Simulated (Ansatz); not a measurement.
SnTe: equation of state with PBEsol

The system is SnTe.

```
Te Sn
1.0
     0.00000    3.15085    3.15085
     3.15085    0.00000    3.15085
     3.15085    3.15085    0.00000
Te Sn
1 1
Direct
  0.50000 0.50000 0.50000
  0.00000 0.00000 0.00000
```

```
Program             : Ansatz 0.2.0
Task                : equation of state
Functional          : PBEsol
Potentials or basis : all-electron LAPW, scalar-relativistic
Basis error allowed : 0.0005 eV/atom
k mesh              : 7 × 7 × 7
Occupations         : fermi-dirac, width 0.05 eV
Spin                : no spin polarisation
```

The equilibrium volume is 31.03 Å³/atom, the bulk modulus is 47 GPa and the pressure derivative of the bulk modulus is 4.5.

Energy against volume, from the lowest point:
| volume (Å³/atom) | energy (meV/atom) |
| --- | --- |
| 29.404 | 13.43 |
| 30.030 | 4.70 |
| 30.656 | 0.37 |
| 31.281 | 0.00 |
| 31.907 | 3.15 |
| 32.532 | 9.47 |
| 33.158 | 18.62 |

All runs of the series together: 55 s on 1 thread of Arm Neoverse V1, with other jobs on the host.

Caveat: this odd mesh misses L, where the gap lies, so gap, dielectric constants and Born charges aren't listed. Spin-orbit coupling is left out, which matters for the levels of Te.
